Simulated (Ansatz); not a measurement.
Runs of Ansatz 0.2.0 on In2O3. The structure is trigonal, space group R-3c (No. 167). The conventional cell has a = 5.487 Å, b = 5.487 Å, c = 14.510 Å, α = 90.00°, β = 90.00°, γ = 120.00°. In (site symmetry 3) is surrounded by 6 O at 2.12 to 2.26 Å. O (site symmetry 2) is surrounded by 4 In at 2.12 to 2.26 Å. 

```csv
task,level,cell,k mesh,cutoff (eV),gap on the mesh (eV),pressure (GPa),relaxed volume (Å³/atom),largest force (eV/Å)
relaxation of cell and atoms,RPBE,relaxed,6 × 6 × 6,420,0.89,0.0,(b),-
relaxation of cell and atoms,r2SCAN+rVV10,relaxed,6 × 6 × 6,500,1.82,0.0,12.64,0.01
single point,PBE,as given,6 × 6 × 6,500,1.30,8.4,-,0.13
relaxation of cell and atoms,PBE,relaxed,6 × 6 × 6,420,(a),0.0,13.24,-
single point,PBE,as given,10 × 10 × 10,420,1.30,8.4,-,0.13
```

Alike in all rows: potentials or basis Ansatz PAW; no spin polarisation; smearing fermi-dirac 0.05 eV.

Estimate the missing entries.

(a) 0.97; (b) 13.60.

Caveats: spin-orbit coupling is left out, which moves the levels of the heavy elements; the plane-wave basis is chosen anew once the cell has moved, so the energies of steps on either side of that aren't comparable (some runs); the PAW data sets come from PBE, with cores solved anew for the run's functional, which leaves a small shift of forces and pressure (some runs).

A k mesh can miss the band edges, and the runs leave out spin-orbit coupling on In.
